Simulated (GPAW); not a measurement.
Runs of GPAW 26.7.0 on PbS (Galena). The structure is cubic, space group Fm-3m (No. 225). Conventional cell: a = 5.931 Å, b = 5.931 Å, c = 5.931 Å, α = 90.00°, β = 90.00°, γ = 90.00°. Pb (site symmetry m-3m) is surrounded by 6 S at 2.97 Å. S (site symmetry m-3m) is surrounded by 6 Pb at 2.97 Å. 

| task | level | potentials or basis | cell | k mesh | maxiter | optimizer | fmax | max steps | target pressure | other keys | gap on the mesh (eV) | pressure (GPa) |
| --- | --- | --- | --- | --- | --- | --- | --- | --- | --- | --- | --- | --- |
| relaxation of cell and atoms | PBEsol | PAW data sets generated in the run's folder for this functional, pw | relaxed to 30 GPa | 8 × 8 × 8 | 150 | BFGS | 0.02 eV/Å | 60 | 30 GPa | - | (a) | 30.0 |
| relaxation of cell and atoms | PBEsol | PAW data sets generated in the run's folder for this functional, pw | relaxed to 20 GPa | 8 × 8 × 8 | 150 | BFGS | 0.02 eV/Å | 60 | 20 GPa | - | (b) | 20.0 |
| single point | PBE | GPAW PAW data sets (gpaw-data 1.2.1), pw | as given | 12 × 12 × 12 | 100 | - | - | - | - | several, not listed | 0.31 | 2.0 |
| relaxation of cell and atoms | PBEsol | PAW data sets generated in the run's folder for this functional, pw | relaxed | 8 × 8 × 8 | 150 | BFGS | 0.02 eV/Å | 60 | - | - | 0.12 | 0.0 |

Alike in all rows: no spin polarisation; cutoff (eV) 600; smearing fermi-dirac 0.05 eV.

Task: Fill in the values left out.

Result: (a) 0.73; (b) 0.89.

Caveats: spin-orbit coupling is left out, which as a rule narrows the gap of such compounds by several tenths of an eV; later steps reuse the first step's grids (some runs).

A k mesh can miss the band edges, and the runs leave out spin-orbit coupling on Pb.
